A molybdenum crystal is held in one fixed body-centred cubic cell, and its pressure is calculated with the same density functional in three programs. One of them, SIESTA, builds its electron waves from atom-centred orbitals and is run with three basis sets. DZ has two radial functions per valence orbital; TZP has three and adds a set of polarisation functions; TZDP adds a second such set. GPAW and Ansatz use plane waves. Positive pressure means compression.

PBE calculations with GPAW, SIESTA and Ansatz for body-centred cubic Mo (one-atom cell, 15.89 Å³), without spin polarisation, on a 12×12×12 k mesh with Fermi-Dirac smearing of 0.05 eV. The basis is a plane-wave cutoff or, for SIESTA, an orbital set (mesh cutoff 800 Ry, energy shift 0.002 Ry). Pressure is positive in compression and, for Ansatz, excludes the Pulay correction.

```
program                                  potentials   basis  pressure (GPa)
   GPAW        GPAW PAW data sets (gpaw data 1.2.1)  600 eV          -2.220
 SIESTA  PseudoDojo 0.4 standard, converted to PSML      DZ          -2.000
 Ansatz                                  Ansatz PAW  420 eV          -1.900
 SIESTA  PseudoDojo 0.4 standard, converted to PSML     TZP          -1.520
 SIESTA  PseudoDojo 0.4 standard, converted to PSML    TZDP          -1.250
```

(a) Every pressure is negative. What does this say about the cell?

Solution. Pressure is minus the slope of the energy E with volume V:

P = −dE/dV

A negative P means that the energy rises on expansion, so the crystal pulls inward. The cell is larger than the one each run would choose for itself. The sign belongs to this choice of cell and is no property of molybdenum.

(b) The pressures differ by up to 0.97 GPa. How large is this disagreement as a length?

Solution. Near equilibrium a crystal acts like a spring, with the bulk modulus B as its stiffness:

ΔV/V ≈ −P/B

With B roughly 260 GPa, a recalled value, the spread is 0.97/260, or 0.4% in volume. A third of that applies to each edge, which makes about 0.004 Å on a lattice constant of 3.17 Å. A stiff metal thus turns a tiny disagreement in length into a visible one in pressure. In a metal as soft as aluminium, the same pressure difference would mean about 1.3% in volume. The spring picture holds for small strains only, and each program and basis has its own rest length.

(c) Within SIESTA, why does the pressure rise from DZ to TZP to TZDP?

Solution. A smaller basis gives an energy that is too high by some amount δ. If δ were the same at every volume, it would leave the slope, and so the pressure, untouched. What counts is how δ changes with volume:

P(small basis) = P(large basis) − dδ/dV

The rise in pressure therefore shows that δ grows as the crystal expands: the smaller basis falls further behind the larger one. Going from DZ to TZP lowers the energy by 127 meV per atom, and this gain grows by about 0.5 meV for each 1% of added volume. A likely reason, not tested here, is that an atom borrows its neighbours' orbitals to mend its own small basis, and can borrow less as they move away.

(d) The next step, from TZP to TZDP, lowers the energy by only 26 meV. Has the pressure settled too?

Solution. Suppose that the pressure error is proportional to the energy error. The first step, 0.48 GPa for 127 meV, sets the ratio, and the second step is then a prediction:

0.48 GPa × 26/127 ≈ 0.10 GPa

The calculation gives 0.27 GPa, nearly three times as much, so the assumption fails. The energy counts the whole error, while the pressure sees only the part that changes with volume. A small energy step is therefore no proof of a settled pressure, and TZDP need not be the end of the rise.

(e) The Ansatz pressure is taken at a fixed number of plane waves. Which way would it move if the cutoff energy were fixed instead?

Solution. When the cell expands, a fixed set of waves is stretched with it. Its highest kinetic energy falls, and the basis becomes coarser. The rule of part (c) holds here too: an error that grows with volume pulls inward. Fixing the cutoff removes that pull and must raise the pressure. The same run gives this change, the Pulay correction, as about +0.05 GPa.

(f) DZ lies only 0.10 GPa from Ansatz. Is it the best of the SIESTA bases?

Solution. No. With the same potentials, DZ gives the highest energy of the three, so it is the poorest basis. If the agreement were a sign of quality, a better basis should keep it, but TZP is 0.38 GPa away and TZDP 0.65 GPa. DZ comes close only while its basis error is left in. The potentials also differ between the programs, so the distance at TZDP may come from the potential, the basis or both.

(g) Which digits can be trusted, and how should a stress in molybdenum be calculated with such runs?

Solution. For this cell, all rows share the sign and a size of roughly 1 to 2 GPa. Not even the digit before the decimal point is safe, since the rows spread over 0.97 GPa, and the two plane-wave programs alone differ by 0.32 GPa. The unrelaxed cell is a poor zero for a stress, because its pressure is not zero and changes with program and basis. It is better to relax the crystal first and to count stress from that state, with program, potential and basis unchanged, because much of the offset should then cancel. Comparison with a measured lattice also needs the atomic vibrations, which push outward by a pressure roughly of the order of 1 GPa and are left out of a static crystal.

The output below gives the spring estimate of part (b) for each row and the test of part (d) on the SIESTA rows.

The analysis program printed:

```
Linear elastic reading of each row:
     row  excess volume in %  excess cubic lattice constant in Å  energy above own minimum in meV  pressure in GPa after 1% less volume
    GPAW              0.8538                            0.009015                             0.94                                  0.38
  SIESTA              0.7692                            0.008122                           0.7629                                   0.6
  Ansatz              0.7308                            0.007716                           0.6885                                   0.7
  SIESTA              0.5846                            0.006173                           0.4407                                  1.08
  SIESTA              0.4808                            0.005076                            0.298                                  1.35
Cubic lattice constant of the cell in Å: 3.168
Spread of all rows in GPa: 0.97
Spread as volume in %: 0.3731
Spread as cubic lattice constant in Å: 0.003939
Same pressure spread as volume in % in a metal as soft as Al: 1.276
Ansatz less GPAW in GPa: 0.32
Ansatz with Pulay correction less GPAW as printed in GPa: 0.3664
SIESTA DZ less Ansatz in GPa: -0.1
SIESTA TZP less Ansatz in GPa: 0.38
SIESTA TZDP less Ansatz in GPa: 0.65
Pressure step DZ to TZP in GPa: 0.48
Pressure step TZP to TZDP in GPa: 0.27
Free energy lowering DZ to TZP in meV: 127.1
Free energy lowering TZP to TZDP in meV: 26.4
First energy step over second: 4.816
First pressure step over second: 1.778
Second pressure step in GPa if proportional to energy step: 0.09967
Growth of first energy lowering per 1% expansion in meV: 0.4761
Growth of second energy lowering per 1% expansion in meV: 0.2678
Ansatz energy fall for 10% more cutoff from Pulay correction in meV: 0.6575
Scale of smearing pressure TS/V in GPa: 0.02622
Order of zero-point pressure in GPa from rough 0.04 eV and Grüneisen 1.6: 0.6453
```
